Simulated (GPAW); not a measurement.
Crystal: CdS (Greenockite).

```
CELL_PARAMETERS angstrom
4.15000 0.00000 0.00000
-2.07500 3.59401 0.00000
0.00000 0.00000 6.73700
ATOMIC_POSITIONS crystal
Cd 0.66667 0.33333 0.50000
Cd 0.33333 0.66667 0.00000
S 0.66667 0.33333 0.87500
S 0.33333 0.66667 0.37500
```

| Property | Result |
| --- | --- |
| Program | GPAW 26.7.0 |
| Task | relaxation of cell and atoms |
| Functional | PW91 |
| Potentials or basis | PAW data sets generated in the run's folder for this functional |
| Cutoff | 600 eV |
| Basis | pw |
| k mesh | 5 × 5 × 3 |
| Occupations | fermi-dirac, width 0.05 eV |
| Spin | no spin polarisation |

At the start: pressure 1.6 GPa; volume 25.12 Å³/atom.

Q: How do energy, volume and symmetry change on relaxing?

A: Over 15 steps the energy falls by 4.0 meV/atom and the volume is 25.88 Å³/atom (+3.0 %); space group P6_3mc (No. 186, to 0.05 Å).

The path:
```csv
step,energy change (eV),largest force (eV/Å),pressure (GPa),volume (Å³)
1,0.0000,0.0641,1.64,100.48
2,-0.0022,0.0555,1.52,100.68
3,-0.0059,0.0400,1.29,101.05
4,-0.0100,0.0206,0.97,101.58
5,-0.0136,0.0008,0.60,102.24
6,-0.0155,0.0163,0.20,102.97
7,-0.0156,0.0244,-0.20,103.73
8,-0.0157,0.0238,-0.20,103.72
9,-0.0157,0.0226,-0.19,103.71
10,-0.0157,0.0208,-0.18,103.69
11,-0.0158,0.0185,-0.17,103.67
12,-0.0158,0.0157,-0.15,103.64
13,-0.0158,0.0126,-0.14,103.60
14,-0.0159,0.0091,-0.12,103.56
15,-0.0159,0.0051,-0.09,103.51
```

Final structure:
```
CELL_PARAMETERS angstrom
4.18826 0.00000 0.00000
-2.09413 3.62714 0.00000
0.00000 0.00000 6.81399
ATOMIC_POSITIONS crystal
Cd 0.66667 0.33333 0.49915
Cd 0.33333 0.66667 0.99915
S 0.66667 0.33333 0.87582
S 0.33333 0.66667 0.37582
```

Caveat: later steps reuse the first step's grids.
